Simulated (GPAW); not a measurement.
# TePt: single point with LDA

Crystal: TePt.

```
Pt Te
1.0
     4.26288    0.00000    0.00000
    -2.13144    3.69176    0.00000
     0.00000    0.00000    5.66177
Pt Te
2 2
Cartesian
  0.0000 0.0000 0.0000
  0.0000 0.0000 2.8309
  0.0000 2.4612 1.4154
  2.1314 1.2306 4.2463
```

Measurements of this composition are mostly on another form, of space group No. 166.

| Property | Result |
| --- | --- |
| Program | GPAW 26.7.0 |
| Task | single point |
| Functional | LDA |
| Potentials or basis | the program's PAW data sets (release 1.2.1) made for this functional |
| Cutoff | 450 eV |
| Basis | pw |
| k mesh | 6 × 6 × 4 |
| Occupations | fermi-dirac, width 0.05 eV |
| Spin | no spin polarisation |
| Maxiter | 120 |
| Convergence | default |

| Quantity | Value |
| --- | --- |
| Pressure | -8.6 GPa |
| Band gap on the k mesh | none (metal or under the smearing width) |

Stress tensor (GPa, compression positive):
```
 -7.89   0.00   0.00
  0.00  -7.89   0.00
  0.00   0.00 -10.02
```

Levels at points of the mesh, in eV from the Fermi level:
```tsv
k point	band 20	band 21	band 22	band 23	band 24	band 25
(0.00, 0.00, 0.00)	-1.43	0.28	0.55	1.44	1.96	2.19
(0.00, 0.00, 0.50)	-2.39	1.02	1.02	1.02	1.02	3.92
(0.50, 0.50, 0.00)	-1.90	-1.74	-1.50	1.33	2.47	3.59
(0.50, 0.50, 0.50)	-2.63	-0.27	-0.27	0.47	0.47	2.60
```

Run time: 44 s on 1 thread of Arm Neoverse V2, on a shared host, peak memory 0.18 GiB.

Caveat: the cutoff is short for stress and forces, so pressures can be off by a GPa or more. The run has no spin-orbit coupling, so splittings on Pt, Te are missing.
